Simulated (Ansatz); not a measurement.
Crystal: Lu, bcc type, 1 atom in the cell.

These are results of PBE, plane waves, PAW datasets (generated hard set) (Ansatz 0.2.0 development build), not measurements.

Cutoff 700 eV; k-mesh 20×20×20 Γ-centred; Fermi–Dirac smearing of 0.0612 eV; no spin polarisation; no spin–orbit coupling.

The fit to the energies gives V₀ = 29.620 Å³/atom (a₀ = 3.898 Å), B₀ = 43.0 GPa, B₀′ = 3.25.

Task: What pressure does the program print at V = 31.354 Å³/atom, and how far above the lowest computed point (V = 29.580 Å³/atom) does the energy lie?

Result: -2.23 GPa and 12.57 meV/atom. All points:

```tsv
V (Å³/atom)	a (Å)	E − E(min) (meV/atom)	P (GPa)
27.805	3.8170	16.33	3.01
28.396	3.8438	7.21	1.95
28.988	3.8703	1.86	0.96
29.580	3.8965	0.00	0.06
30.171	3.9223	1.34	-0.77
31.354	3.9729	12.57	-2.23
```

The published all-electron PBE values for this crystal (mean of FLEUR and WIEN2k, k-spacing 0.06 Å⁻¹; Bosoni et al., Nat. Rev. Phys. 6, 45 (2024)) are V₀ = 29.626 Å³/atom, B₀ = 42.9 GPa, B₀′ = 3.21. This run's mesh is coarser (spacing 0.11 Å⁻¹), so part of any difference comes from k-sampling.

The stress includes the program's correction for the finite plane-wave basis.

This cubic structure is a model: it isn't the usual form of the substance at ambient conditions, and such phases are metastable or hypothetical.
